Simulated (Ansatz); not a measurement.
Before relaxation, H over the place (0/3, 0/3) of the surface cell, counted from the highest slab atom, its height relaxed (TaC, Fm-3m (No. 225), (1 1 1) face):

```
CELL_PARAMETERS angstrom
3.13930 0.00000 0.00000
-1.56965 2.71872 0.00000
0.00000 0.00000 26.68969
ATOMIC_POSITIONS crystal
C 0.33333 0.66667 0.31848
Ta 0.66667 0.33333 0.36649
C 0.00000 0.00000 0.41451
Ta 0.33333 0.66667 0.46343
C 0.66667 0.33333 0.50910
Ta 0.00000 0.00000 0.56259
C 0.33333 0.66667 0.59996
H 0.33333 0.66667 0.64043
```

Method: Ansatz 0.2.0, DFT PBEsol, scalar-relativistic, plane waves, PAW. Settings: cutoff 420 eV, Γ-centred mesh 9×9×1 on the computed 8-atom cell, Gaussian smearing of 0.10 eV; no spin polarisation. A dipole correction removes the field between periodic images along c.

Atoms 1, 2, 3, 4, 5, 6, 7 (counted from 1) are held. Atom 8 may move along c only. The cell is fixed. Force threshold 0.02 eV/Å.

| step | E − E_final (eV) | largest force (eV/Å) |
| --- | --- | --- |
| 1 | 0.010 | 0.833 |
| 2 | 0.001 | 0.251 |
| 3 | 0.000 | 0.009 |
| 4 | 0.000 | 0.009 |

Task: What is the final structure?

Result:
```xyz
8
Lattice="3.1393 0.0000 0.0000 -1.5697 2.7187 0.0000 0.0000 0.0000 26.6897" Properties=species:S:1:pos:R:3 pbc="T T T"
C     0.0000    1.8125    8.5000
Ta    1.5697    0.9062    9.7816
C     0.0000    0.0000   11.0632
Ta    0.0000    1.8125   12.3688
C     1.5697    0.9062   13.5877
Ta    0.0000    0.0000   15.0153
C     0.0000    1.8125   16.0128
H     0.0000    1.8125   17.1177
```

The end is the local minimum or symmetric point that this start leads to.

Spin–orbit coupling is left out, which can shift energies with elements as heavy as these.